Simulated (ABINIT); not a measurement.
Runs of ABINIT 10.8.3 (patched build) on In. The structure is cubic, space group Im-3m (No. 229). Conventional cell: a = 3.765 Å, b = 3.765 Å, c = 3.765 Å, α = 90.00°, β = 90.00°, γ = 90.00°. In (site symmetry m-3m) is surrounded by 8 In at 3.26 Å. This isn't the form of In at room conditions, which is tetragonal.

| level | gap on the mesh (eV) | pressure (GPa) |
| --- | --- | --- |
| LDA | none | -3.4 |
| BLYP | none | 5.0 |
| PBEsol | none | -1.9 |
| WC | none | -1.7 |
| r2SCAN | none | -0.5 |
| PW91 | none | 1.0 |
| AM05 | none | -1.8 |
| revPBE | none | (b) |
| RPBE | none | (a) |
| SCAN | none | -0.5 |

Alike in all rows: task single point; potentials or basis JTH PAW PBE v2.0; no spin polarisation; cell as given; k mesh 10 × 10 × 10; cutoff (eV) 707; smearing fermi-dirac 0.05 eV.

Task: Estimate the missing entries.

Result: (a) 2.6; (b) 2.1.

Caveats: the PAW data sets were made with another functional, which shifts forces and pressure a little.

A k mesh can miss the band edges, and the runs leave out spin-orbit coupling on In.

A gap of «none» marks a metal or a gap under the smearing width.

Runs at the PBE level aren't shown here.
